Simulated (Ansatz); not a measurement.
Wanted: the native input for an Ansatz 0.2.0 run.

| Quantity | Value |
| --- | --- |
| Task | single point |
| Functional | HSE06 |
| Potentials or basis | Ansatz PAW |
| Cutoff | 420 eV (not typed: the program's choice for these potentials) |
| k mesh | 4 × 4 × 4 |
| Occupations | fermi-dirac, width 0.05 eV |
| Spin | spin-orbit coupling, no magnetisation |

WC:

```
CELL_PARAMETERS angstrom
0.00000 2.30211 2.30211
2.30211 0.00000 2.30211
2.30211 2.30211 0.00000
ATOMIC_POSITIONS crystal
W 0.00000 0.00000 0.00000
C 0.75000 0.75000 0.75000
```

The cell was built by a generator and needn't be a form met in nature.

The input as run:

input

```
crystal:
  lattice:
    - [0.0, 2.3021091, 2.3021091]
    - [2.3021091, 0.0, 2.3021091]
    - [2.3021091, 2.3021091, 0.0]
  atoms:
    - { symbol: W, position: [0.0, 0.0, 0.0] }
    - { symbol: C, position: [0.75, 0.75, 0.75] }
hamiltonian:
  xc: hse06
  pseudopotentials: { kind: paw_fr }
magnetization:
  noncollinear: true
  spin_orbit: true
kpoints:
  mp_grid: { grid: [4, 4, 4] }
scf:
  occupations: { method: fermi_dirac, width: 0.05 }
output:
  forces: true
  stress: true
  eigenvalues: true
  write_density: true
  write_potential: true
  elf: true
  volumetric_format: npy
```

It gave:

```
Pressure               : 12.3 GPa
Band gap on the k mesh : none (metal or under the smearing width)
```

Caveat: the k mesh is coarse (spacing up to 0.59 Å⁻¹), so the values aren't converged, least of all with exact exchange; the PAW data sets come from PBE, with cores solved anew for the run's functional, which leaves a small shift of forces and pressure; the thresholds are loose for stress.

Wall time 24 s on 1 × NVIDIA H100 80GB HBM3 with 2 threads of AMD EPYC 7R13 Processor (Zen 3), on a shared host, peak memory 1.5 GiB.
